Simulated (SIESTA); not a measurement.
Runs of SIESTA 5.4.2 on C. It takes space group P6_3/mmc (No. 194, hexagonal). The conventional cell has a = 2.522 Å, b = 2.522 Å, c = 8.237 Å, α = 90.00°, β = 90.00°, γ = 120.00°. C (site symmetry 3m) has 4 C at 1.54 Å as nearest neighbours. Around C (site symmetry 3m) lie 4 C at 1.54 Å. This is a hexagonal form of diamond, not graphite.

```tsv
task	level	potentials or basis	cell	k mesh	optimiser	force tolerance	energy shift	gap on the mesh (eV)	pressure (GPa)	relaxed volume (Å³/atom)	largest force (eV/Å)
relaxation of cell and atoms	PBE	PseudoDojo 0.4 standard (PBE files), TZP (energy shift 0.003 Ry)	relaxed	8 × 8 × 3	Broyden	0.04 eV/Å	0.003 Ry	4.65	0.0	5.76	-
relaxation of cell and atoms	PBE	PseudoDojo 0.4 standard (PBE files), TZP (energy shift 0.01 Ry)	relaxed	8 × 8 × 3	-	0.02 eV/Å	0.01 Ry	(c)	-0.2	(a)	0.01
band structure	PBEsol	PseudoDojo 0.4 standard (PBEsol files), DZP (energy shift 0.003 Ry)	as given	12 × 12 × 4	-	-	0.003 Ry	4.41	5.6	-	0.34
relaxation of cell and atoms	BLYP	PseudoDojo 0.4 standard (PBE files), DZP (energy shift 0.003 Ry)	relaxed	8 × 8 × 3	-	0.01 eV/Å	0.003 Ry	4.77	-0.1	6.01	-
relaxation of cell and atoms	LDA	PseudoDojo 0.4 standard (LDA files), DZP (energy shift 0.003 Ry)	relaxed	8 × 8 × 3	CG	0.01 eV/Å	0.003 Ry	4.67	0.1	(b)	-
```

Alike in all rows: no spin polarisation; smearing fermi-dirac 0.05 eV; grid cutoff 500 Ry.

Question: Fill in the values left out.

Answer: (a) 5.78; (b) 5.64; (c) 4.64.

Caveats: the basis of atomic orbitals isn't converged, which shifts pressures, moduli and gaps; an odd mesh through Γ misses points on the zone boundary, where band edges often lie (some runs); the potentials were made for another functional, which shifts forces and pressure (some runs).
